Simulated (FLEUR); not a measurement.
## NiO under changes of volume

One of the cells (9.076 Å³/atom); the others are scaled copies at fixed shape and fractional positions:

```
CELL_PARAMETERS angstrom
0.00000 2.08590 2.08590
2.08590 0.00000 2.08590
2.08590 2.08590 0.00000
ATOMIC_POSITIONS crystal
Ni 0.00000 0.00000 0.00000
O 0.50000 0.50000 0.50000
```

* Program: FLEUR MaX-R8.1 (later development tree)
* Functional: SCAN
* Potentials or basis: all-electron
* Basis: FLAPW
* Kmax: 4.88 1/bohr
* k mesh: 11 × 11 × 11
* Occupations: fermi-dirac, width 0.05 eV
* Spin: collinear spin, ferromagnetic start
* Starting moments: [1.0, 0.0] μB

```tsv
volume (Å³/atom)	energy over the lowest point (meV/atom)	gap on the mesh (eV)
8.531	?	?
8.713	15.56	1.04
9.076	0.00	1.16
9.439	4.93	1.27
9.620	13.51	1.32
```

Problem. What does the run at 8.531 Å³/atom give?

Solution. Energy over the lowest point 32.35 meV/atom; gap on the mesh 0.96 eV.

Worked out: A Birch-Murnaghan fit of order 2 (a polynomial in V^(-2/3)) to the other rows has its minimum at 9.16 Å³/atom with B0 = V·E''(V) = 214 GPa. It gives 32.27 meV/atom at 8.531 Å³/atom, against the run's 32.35. A straight line through the other rows of the gap, of slope 2.83 eV per unit of ln V, extrapolates to 0.98 eV, against the run's 0.96.

Energies are extrapolated to zero smearing.

Caveats: the meta-GGA is that of a development version, with a GGA for the radial functions and cores and without core tails; an odd mesh through Γ misses points on the zone boundary, where band edges often lie; a cell with one magnetic atom can't hold antiferromagnetic order, which such compounds often take.
